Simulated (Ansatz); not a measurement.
# A point defect in Al2Cu: H interstitial

A defect calculation: H interstitial in Al2Cu, supercell of 24 sites.

Method: DFT PBE, scalar-relativistic, plane waves, PAW, in Ansatz 0.2.0.

2 further runs of the same task are left out: 2 set aside as unsound or not needed.

## (1) The structure to begin with

The structure is cubic, space group Fm-3m (No. 225). Conventional cell: a = 5.783 Å, b = 5.783 Å, c = 5.783 Å, α = 90.00°, β = 90.00°, γ = 90.00°. Al (site symmetry -43m) has 4 Cu at 2.50 Å in its first shell of neighbours. Cu (site symmetry m-3m) is surrounded by 8 Al at 2.50 Å.

Coordinates:

```
CELL_PARAMETERS angstrom
-2.04463 2.04463 2.89123
2.04463 -2.04463 2.89123
2.04463 2.04463 -2.89123
ATOMIC_POSITIONS crystal
Al 0.75000 0.25000 0.50000
Al 0.25000 0.75000 0.50000
Cu 0.50000 0.50000 0.00000
```

It goes back to an entry of the Materials Project, which need not be the stable form.

This cell was relaxed beforehand with the same method: volume 16.12 Å³/atom, gap on the mesh none (metal).

## (2) Host supercell without the defect

The input, input.yaml:

```yaml
crystal:
  lattice:
    - [-4.0892560482, -4.0892560482, 5.7824626523]
    - [-4.0892560482, 4.0892560482, -5.7824626523]
    - [4.0892560482, -4.0892560482, -5.7824626523]
  atoms:
    - { symbol: Al, position: [0.25, 0.375, 0.125] }
    - { symbol: Al, position: [0.75, 0.375, 0.125] }
    - { symbol: Al, position: [0.25, 0.875, 0.125] }
    - { symbol: Al, position: [0.75, 0.875, 0.125] }
    - { symbol: Al, position: [0.25, 0.375, 0.625] }
    - { symbol: Al, position: [0.75, 0.375, 0.625] }
    - { symbol: Al, position: [0.25, 0.875, 0.625] }
    - { symbol: Al, position: [0.75, 0.875, 0.625] }
    - { symbol: Al, position: [0.25, 0.125, 0.375] }
    - { symbol: Al, position: [0.75, 0.125, 0.375] }
    - { symbol: Al, position: [0.25, 0.625, 0.375] }
    - { symbol: Al, position: [0.75, 0.625, 0.375] }
    - { symbol: Al, position: [0.25, 0.125, 0.875] }
    - { symbol: Al, position: [0.75, 0.125, 0.875] }
    - { symbol: Al, position: [0.25, 0.625, 0.875] }
    - { symbol: Al, position: [0.75, 0.625, 0.875] }
    - { symbol: Cu, position: [0.5, 0.25, 0.25] }
    - { symbol: Cu, position: [1.0, 0.25, 0.25] }
    - { symbol: Cu, position: [0.5, 0.75, 0.25] }
    - { symbol: Cu, position: [1.0, 0.75, 0.25] }
    - { symbol: Cu, position: [0.5, 0.25, 0.75] }
    - { symbol: Cu, position: [1.0, 0.25, 0.75] }
    - { symbol: Cu, position: [0.5, 0.75, 0.75] }
    - { symbol: Cu, position: [1.0, 0.75, 0.75] }
basis:
  ecutwfc: 420
  xc_grid: 2
kpoints:
  mp_grid: { grid: [5, 5, 5], shift: [0.0, 0.0, 0.0] }
hamiltonian:
  xc: pbe
scf:
  occupations: { method: gaussian, width: 0.1 }
output:
  forces: true
  stress: true
  eigenvalues: true
  write_density: true
  write_potential: true
  elf: true
  volumetric_format: npy
```

The run is started by

```console
> ansatz run input.yaml --threads 4 --pin off --max-ram 10240MiB --backend cpu --events-out ev --progress --plain --runs-dir out
```

The program printed, shortened:

```text
Warning: RAYON_NUM_THREADS=4 ignored (pool sized by the plan → 4); use --threads N
[...]
Pseudopotentials: kind: paw
Pseudopotential: Al, paw, valence charge 3, recommended cutoff 420 eV (normal), Al.paw.azcp
Pseudopotential: Cu, paw, valence charge 19, recommended cutoff 420 eV (normal), Cu.paw.azcp
Functional definition: PBE
[...]
Crystal: 24 atoms, lattice volume = 386.778 Å³
Basis set: ecut = 420 eV, 7631 PW (Γ), exchange–correlation on 120×120×120 points (8 copies of the dense FFT grid, shifted against one another)
Bands: 124, of which v1, the nominal top of the filled ones, is band 100 counted from 1 (99 counted from 0)
Symmetry: 128 space group operations
Space group: I4/mmm (ITA 139), of the structure as read, at distance tolerance 7.3e-5 Å
k-points: 18 of 125
[...]
SCF iter   1: F=—  HF=-61605.935552 eV  |F-HF|=—  |Δ(HF+E_count)|=         —  Δρ=1.43e-3  dr2=6.50e-3  ethr=1.77e-3  ⟨swp⟩=7.4  Hψ=9553  notcnv=0  defer=20
[...]
SCF iter   7: F=-61605.941806 eV  HF=-61605.941806 eV  |F-HF|=7.71e-9  |Δ(HF+E_count)|=   1.37e-7  Δρ=1.11e-6  dr2=5.62e-9  ethr=5.00e-11  ⟨swp⟩=17.8  Hψ=16186  notcnv=0
[...]
SCF converged after 7 iterations
Free energy (F): -61605.941806 eV
[...]
E sigma→0 (E₀):  -61605.936958 eV
Entropy (-TS):   -0.009697 eV (-0.404 meV/atom)
Fermi energy:    9.069694 eV
[...]
--- Forces (eV/Å), atoms counted from 1 ---
  atom   1  Al    -0.00000000    -0.00000000     0.00000000
  atom   2  Al    -0.00000000     0.00000000    -0.00000000
  atom   3  Al     0.00000000     0.00000000    -0.00000000
  atom   4  Al    -0.00000000    -0.00000000     0.00000000
  atom   5  Al     0.00000000    -0.00000000     0.00000000
  atom   6  Al    -0.00000000     0.00000000     0.00000000
  atom   7  Al     0.00000000     0.00000000     0.00000000
  atom   8  Al     0.00000000    -0.00000000     0.00000000
[...]
--- Stress (GPa, compression-positive) ---
        0.052412      -0.000000       0.000000
        0.000000       0.052412       0.000000
       -0.000000      -0.000000       0.066492
  P = ⅓ Tr σ = 0.0571 GPa (0.571 kbar)
--- Band table (eV; the first three rows and the last of 18) ---
[...]
```

Wall time 32 s (4 threads of AMD EPYC 7R43 (Zen 3), shared host); peak memory 1.7 GiB.

Density in a lattice plane of the grid's cell (edges 8.18 and 8.18 Å, at 0.250 of the third edge), which holds Al.

Values in e/Å³, 12 rows by 12 columns:
```
0.21 0.10 0.10 0.21 0.16 0.16 0.21 0.10 0.10 0.21 0.16 0.16
0.21 0.10 0.10 0.21 0.17 0.16 0.21 0.10 0.10 0.21 0.17 0.16
0.21 0.21 0.21 0.21 0.21 0.21 0.21 0.21 0.21 0.21 0.21 0.21
0.21 0.16 0.17 0.21 0.10 0.10 0.21 0.16 0.17 0.21 0.10 0.10
0.21 0.16 0.16 0.21 0.10 0.10 0.21 0.16 0.16 0.21 0.10 0.10
0.20 0.21 0.21 0.21 0.21 0.21 0.20 0.21 0.21 0.21 0.21 0.21
0.21 0.10 0.10 0.21 0.16 0.16 0.21 0.10 0.10 0.21 0.16 0.16
0.21 0.10 0.10 0.21 0.17 0.16 0.21 0.10 0.10 0.21 0.17 0.16
0.21 0.21 0.21 0.21 0.21 0.21 0.21 0.21 0.21 0.21 0.21 0.21
0.21 0.16 0.16 0.21 0.10 0.10 0.21 0.16 0.17 0.21 0.10 0.10
0.21 0.16 0.16 0.21 0.10 0.10 0.21 0.16 0.16 0.21 0.10 0.10
0.20 0.21 0.21 0.21 0.21 0.21 0.20 0.21 0.21 0.21 0.21 0.21
```
Columns run along the first of these edges and rows up along the second, over one cell in 12 and 12 even steps from the bottom left corner. Atoms in the plane (fractional): Al at (0.38, 0.12), Al at (0.88, 0.12), Al at (0.38, 0.62), Al at (0.88, 0.62), Al at (0.13, 0.38), Al at (0.63, 0.38), Al at (0.13, 0.88), Al at (0.62, 0.88).

ELF in the same plane.

Ten even steps from ' ' (0.03) to '@' (0.64):
```
@@%%==::==%%@@%%######%%@@%%==::==%%@@%%######%%
@@==  ::  ==@@##++++**%%@@==  ::  ==@@##**++**##
@@==  ::  ==@@##++++++%%@@==  ::  ==@@##**++**##
@@%%==::==%%@@%%######%%@@%%==::==%%@@%%######%%
@@@@@@%%@@@@@@@@@@%%@@@@@@@@@@%%@@@@@@@@@@%%@@@@
@@%%######%%@@%%==::==%%@@%%######%%@@%%==::==%%
@@##**++**##@@==  ..  ==@@%%**++**##@@==  ::  ==
@@##**++**##@@==  ::  ==@@%%**++**##@@==  ::  ==
@@%%######%%@@%%==::==%%@@%%######%%@@%%==::==%%
@@@@@@%%@@@@@@@@@@%%@@@@@@@@@@%%@@@@@@@@@@%%@@@@
@@%%==::==%%@@%%######%%@@%%==::==%%@@%%######%%
@@==  ::  ==@@##**++**%%@@==  ::  ==@@##**++**##
@@==  ::  ==@@##**++**%%@@==  ::  ==@@##**++**##
@@%%==::==%%@@%%######%%@@%%==::==%%@@%%######%%
@@@@@@%%@@@@@@@@@@%%@@@@@@@@@@%%@@@@@@@@@@%%@@@@
@@%%######%%@@%%==::==%%@@%%######%%@@%%==::==%%
@@##**++++##@@==  ::  ==@@%%++++++##@@==  ::  ==
@@##**++**##@@==  ::  ==@@%%++++++##@@==  ::  ==
@@%%######%%@@%%==::==%%@@%%######%%@@%%==::==%%
@@@@@@@@@@@@@@@@@@@@@@@@@@@@@@@@@@@@@@@@@@@@@@@@
```
Columns run along the first of these edges and rows up along the second, over one cell in 24 and 20 even steps from the bottom left corner. Atoms in the plane (fractional): Al at (0.38, 0.12), Al at (0.88, 0.12), Al at (0.38, 0.62), Al at (0.88, 0.62), Al at (0.13, 0.38), Al at (0.63, 0.38), Al at (0.13, 0.88), Al at (0.62, 0.88).

Both are smooth fields of the valence electrons: close to the nuclei they are not physical.

The highest ELF values outside the cores: 0.70 on the Al–Cu line, 1.0 Å from Al; 0.66 on the Al–Al line, 1.1 Å from Al.

The supercell's rows, in vectors of the relaxed cell: 0 0 -2; 0 -2 0; -2 0 0.

## (3) Setting up the defect

The extra atom is put at (0.000, 0.000, 0.000) of the supercell, the middle of a void of radius 2.50 Å. The other atoms start on their ideal sites. Its neighbours are 8 Al at 2.50 Å.

## (4) Relaxing the defect

Changes to input.yaml since step 2:

```diff
@@ -30,2 +30,3 @@
     - { symbol: Cu, position: [1.0, 0.75, 0.75] }
+    - { symbol: H, position: [0.0, 0.0, 0.0] }
 basis:
@@ -41,3 +42,3 @@
   forces: true
-  stress: true
+  stress: false
   eigenvalues: true
@@ -47 +48,5 @@
   volumetric_format: npy
+relax:
+  adjacent_minimum: "off"
+  f_tol: 0.025
+  max_steps: 45
```

The run is started by

```console
> ansatz run input.yaml --threads 4 --pin off --max-ram 10240MiB --backend cpu --events-out ev --progress --plain --runs-dir out
```

The program printed, shortened:

```text
Warning: RAYON_NUM_THREADS=4 ignored (pool sized by the plan → 4); use --threads N
[...]
[... 3 set-up lines as earlier in the session ...]
Pseudopotential: H, paw, valence charge 1, recommended cutoff 420 eV (normal), H.paw.azcp
[... 1 set-up line as earlier in the session ...]
[...]
Crystal: 25 atoms, lattice volume = 386.778 Å³
Basis set: ecut = 420 eV, 7631 PW (Γ), exchange–correlation on 120×120×120 points (8 copies of the dense FFT grid, shifted against one another)
Bands: 126, of which v1, the nominal top of the filled ones, is band 101 counted from 1 (100 counted from 0)
Symmetry: 16 space group operations
[... 1 set-up line as earlier in the session ...]
k-points: 18 of 125
[...]
relax step   3: F+E_penalty+E_count = -61620.16792152 eV  Δ(F+E_penalty+E_count) = -5.822e-3 eV  max|allowed force component| = 3.749e-3 eV/Å  Δτ_max = 0.0131 Å  (6 SCF iters, dr2 threshold 7.03e-7 eV, accepted)
[...]
relax step   4: F+E_penalty+E_count = -61620.16792161 eV  Δ(F+E_penalty+E_count) = -9.069e-8 eV  max|allowed force component| = 3.849e-3 eV/Å  Δτ_max = 0.0000 Å  (6 SCF iters, accepted)
SCF converged after 6 iterations
Free energy (F): -61620.167922 eV
[...]
E sigma→0 (E₀):  -61620.154155 eV
Entropy (-TS):   -0.027534 eV (-1.101 meV/atom)
Fermi energy:    9.208035 eV
[...]
--- Forces (eV/Å), atoms counted from 1 ---
  atom   1  Al    -0.00054170     0.00000000    -0.00038581
  atom   2  Al    -0.00000000     0.00065353     0.00045323
  atom   3  Al     0.00000000    -0.00054170     0.00038581
  atom   4  Al     0.00054170     0.00000000    -0.00038581
  atom   5  Al    -0.00000000    -0.00065353     0.00045323
  atom   6  Al     0.00065353    -0.00000000    -0.00045323
  atom   7  Al    -0.00065353    -0.00000000    -0.00045323
  atom   8  Al     0.00000000     0.00054170     0.00038581
[...]
```

## (5) The log goes on: H interstitial, charge +0, atoms relaxed at the host's cell

Output, continued, shortened:

```text
  atom  23  Cu    -0.00273140    -0.00273140     0.00000000
  atom  24  Cu     0.00000000    -0.00000000    -0.00384930
  atom  25  H     -0.00000000    -0.00000000     0.00000000
[...]
--- Band table (eV; the first three rows and the last of 18) ---
[...]
--- Relaxed structure (4 steps of the walk, 4 accepted, 0 SCFs on fresh bases) ---
  F+E_penalty+E_count = -61620.16792161 eV   max|allowed force component| = 3.849e-3 eV/Å
  atoms:
    - { symbol: Al, position: [0.2478648852165459, 0.37179419521890217, 0.12392931000235625] }
    - { symbol: Al, position: [0.7497015216005469, 0.37484638687674693, 0.1245479084772936] }
    - { symbol: Al, position: [0.24786488521654582, 0.8760706899976438, 0.12393557521418958] }
    - { symbol: Al, position: [0.7521351147834543, 0.8760644247858105, 0.12392931000235625] }
[...]
    - { symbol: Al, position: [0.7521351147834543, 0.12392931000235621, 0.8760644247858105] }
    - { symbol: Al, position: [0.25029847839945324, 0.6251536131232531, 0.8754520915227064] }
    - { symbol: Al, position: [0.7521351147834543, 0.6282058047810979, 0.8760706899976438] }
    - { symbol: Cu, position: [0.5045698459021808, 0.2522849229510904, 0.25228492295109034] }
    - { symbol: Cu, position: [1.0, 0.2522773752470481, 0.2522773752470481] }
    - { symbol: Cu, position: [0.5000000000000001, 0.7500000000000002, 0.25000000000000006] }
    - { symbol: Cu, position: [1.0, 0.7477150770489097, 0.25228492295109034] }
    - { symbol: Cu, position: [0.5, 0.25000000000000006, 0.75] }
    - { symbol: Cu, position: [1.0, 0.2522849229510903, 0.7477150770489097] }
    - { symbol: Cu, position: [0.4954301540978193, 0.7477150770489098, 0.7477150770489097] }
    - { symbol: Cu, position: [1.0, 0.747722624752952, 0.747722624752952] }
    - { symbol: H, position: [-4.363435030252331e-35, 2.484351624655771e-21, -1.448424565103097e-20] }
```

Wall time 100 s (4 threads of AMD EPYC 7R43 (Zen 3), shared host); peak memory 1.8 GiB.

Relaxation path:

| step | energy from step 1 (eV/cell) | largest force component (eV/Å) |
| --- | --- | --- |
| 1 | 0.0000 | 0.2118 |
| 2 | -0.0205 | 0.1061 |
| 3 | -0.0263 | 0.0037 |
| 4 | -0.0263 | 0.0038 |

Step 1 is the start. Step 4 solves the same geometry again.

The largest move, 0.03 Å, is shared by several atoms, Cu23 among them.

The maps below use the cell's axes, with the origin moved to put the defect at the centre.

Density in a lattice plane of the grid's cell (edges 8.18 and 8.18 Å, at 0.512 of the third edge), which holds Cu and H.

Ten even steps from ' ' (0.03 e/Å³) to '@' (52.99 e/Å³):
```
                                                
                                                
                                                
          --++..                  --++..        
          **@@..                  ++@@::        
          ....                      ..          
                                                
                                                
                                                
                                                
                                                
                                                
                                                
          --==..                  ::==..        
        ..##@@..                  **@@::        
          ....                    ....          
                                                
                                                
                                                
                                                
```
Columns run along the first of these edges and rows up along the second, over one cell in 24 and 20 even steps from the bottom left corner. Atoms in the plane (fractional): Cu at (0.74, 0.76), Cu at (0.24, 0.76), Cu at (0.74, 0.26), Cu at (0.24, 0.26), H at (0.49, 0.51).

ELF in the same plane.

Values, 12 rows by 12 columns:
```
0.12 0.25 0.39 0.41 0.37 0.20 0.13 0.25 0.40 0.41 0.37 0.20
0.49 0.39 0.20 0.28 0.20 0.48 0.50 0.42 0.19 0.28 0.19 0.46
0.64 0.41 0.28 0.83 0.20 0.55 0.61 0.43 0.27 0.86 0.20 0.54
0.37 0.37 0.20 0.20 0.22 0.31 0.30 0.30 0.19 0.20 0.23 0.39
0.06 0.20 0.48 0.55 0.31 0.44 0.81 0.29 0.39 0.56 0.41 0.13
0.02 0.13 0.51 0.60 0.30 0.81 0.99 0.50 0.39 0.63 0.39 0.07
0.12 0.25 0.42 0.43 0.30 0.29 0.50 0.23 0.36 0.43 0.39 0.19
0.49 0.40 0.19 0.27 0.19 0.39 0.39 0.36 0.19 0.27 0.19 0.46
0.64 0.40 0.29 0.86 0.20 0.56 0.63 0.43 0.27 0.88 0.20 0.54
0.37 0.37 0.19 0.20 0.23 0.41 0.39 0.39 0.19 0.20 0.21 0.39
0.07 0.20 0.46 0.54 0.39 0.13 0.07 0.19 0.46 0.54 0.39 0.14
0.02 0.12 0.49 0.64 0.37 0.06 0.02 0.12 0.49 0.64 0.37 0.07
```
Columns run along the first of these edges and rows up along the second, over one cell in 12 and 12 even steps from the bottom left corner. Atoms in the plane (fractional): Cu at (0.74, 0.76), Cu at (0.24, 0.76), Cu at (0.74, 0.26), Cu at (0.24, 0.26), H at (0.49, 0.51).

Both are smooth fields of the valence electrons: close to the nuclei they are not physical.

The highest ELF values outside the cores: 1.00 at H; 0.71 on the Al–Cu line, 1.0 Å from Al; 0.65 on the Al–Al line, 1.2 Å from Al.

## (6) Energies of the defect

| charge | E(defect cell) - E(host) (eV) | formation energy (eV) | moment over the host's (μB) | largest move (Å) | neighbours |
| --- | --- | --- | --- | --- | --- |
| 0 | -14.217 | 1.65 | 0.00 | 0.03 | 8 Al at 2.48 Å |

Atoms are taken from and returned to the elements' standard states: H -15.872 eV an atom at this level.

## (7) Outcome

| quantity | value |
| --- | --- |
| formation energy, neutral | 1.65 eV |
| nearest atoms after relaxation, one image of each, neutral | 8 Al at 2.48 Å |

The neutral defect costs 1.65 eV against the elements. Spin polarisation was off in the neutral run, so a moment could not show there. With 24 host sites the defect feels its images, so energies are good to tenths of an eV at best. A distortion of lower symmetry was not tried.
